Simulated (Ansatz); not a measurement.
HfO2: a ladder of calculations

Cell of run 1: a Materials Project structure (computed, not necessarily an observed phase), atoms as given.

Space group P2_1/c (No. 14); a = 5.0942, b = 5.1506, c = 5.2762 Å, β = 99.56°.

| site | Wyckoff | site symmetry | x | y | z |
| --- | --- | --- | --- | --- | --- |
| Hf | 4e | 1 | 0.2761 | 0.4581 | 0.7079 |
| O5 | 4e | 1 | 0.4480 | 0.7425 | 0.9786 |
| O9 | 4e | 1 | 0.0684 | 0.3308 | 0.3463 |

One atom of each set is listed.

Relaxed positions (PBE, cell held):

Hf (0.2773, 0.4582, 0.7079)
O5 (0.4450, 0.7414, 0.9814)
O9 (0.0741, 0.3421, 0.3364)

All runs are DFT with Ansatz 0.2.0 (plane waves and PAW, scalar-relativistic unless spin–orbit coupling is named, Γ-centred meshes, Fermi–Dirac smearing where given) in this cell.

Run 1: PBE, gradients read without the response of the cores, atoms as given; 420 eV, 5×5×5 k-points, smearing 0.02 eV.
Run 2: PBE, gradients read without the response of the cores, atoms relaxed; 420 eV, 5×5×5 k-points, smearing 0.02 eV.
Run 3: r2SCAN, gradients read without the response of the cores, at the relaxed atoms; 500 eV, 5×5×5 k-points, smearing 0.02 eV.

| run | Hf V_zz (η) | O5 V_zz (η) | O9 V_zz (η) |
| --- | --- | --- | --- |
| 1 | 11.53 (0.13) | 1.11 (0.74) | 1.20 (0.83) |
| 2 | 11.71 (0.18) | 1.12 (0.92) | -1.39 (0.84) |
| 3 | ? | ? | ? |

V_zz in 10²¹ V/m².

Task: Estimate the row of run 3.

Result: Hf: 11.81 (0.19); O5: 1.16 (0.94); O9: -1.40 (0.80). It lies nearest to run 2, from whose tensors on these sites it differs by 0.12 at most (largest principal value of the difference, on Hf). Taken one at a time, the positions of the atoms (as given or relaxed) move the tensors on these sites by up to 1.38 (largest principal value of the change, on Hf), the functional (r2SCAN with its higher cutoff) by 0.12 (Hf). On some sites the largest principal value moves to another axis from run to run, and the sign of V_zz can flip with it.

Without spin–orbit coupling the gradients at and beside Hf can be off by some per cent, at some sites by more. The cell isn't the equilibrium one in runs 1, 2 (calculated pressure 9, 8 GPa), and the entry's cell may itself be off.
